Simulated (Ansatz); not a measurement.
**NaH (zincblende): gap against strain (xy shear, engineering strain (angle))**

Zincblende NaH, relaxed with r2SCAN in Ansatz 0.2.0, then strained (xy shear, engineering strain (angle); angles, axes as in the cell below) with the atoms relaxed again within the symmetry that is left. The symmetry is F-43m (No. 216, cubic); conventional cell a = 5.194 Å, 17.51 Å³ an atom. Na has 4 H at 2.25 Å; H has 4 Na at 2.25 Å. All values are calculated for a non-magnetic cell, which may be hypothetical.

```
Na H
1.0
     0.00000    2.59692    2.59692
     2.59692    0.00000    2.59692
     2.59692    2.59692    0.00000
Na H
1 1
Cartesian
  0.0000 0.0000 0.0000
  1.2985 1.2985 1.2985
```

Gaps are the least over each mesh (PBE 8×8×8, r2SCAN 8×8×8 when unstrained) and the special points, which keep their unstrained names; stress is the change from the unstrained cell, compression positive.

```csv
strain (%),"gap, PBE (eV)","gap, r2SCAN (eV)","edges, r2SCAN","xy stress, r2SCAN (GPa)","energy rise, r2SCAN (meV/atom)"
0.0,3.613,4.049,W → L,0.00,0.0
+1.22,3.584,4.020,"(1/4, -0.495, -0.245) → L",-0.17,0.1
+3.0,3.539,3.976,W → L,-0.41,0.7
+5.76,3.466,3.904,W → L,-0.80,2.5
```

**Question.** Estimate the row for a strain of +1.54 %.

**Answer.**
```csv
strain (%),"gap, PBE (eV)","gap, r2SCAN (eV)","edges, r2SCAN","xy stress, r2SCAN (GPa)","energy rise, r2SCAN (meV/atom)"
+1.54,3.576,4.012,W → L,-0.21,0.2
```
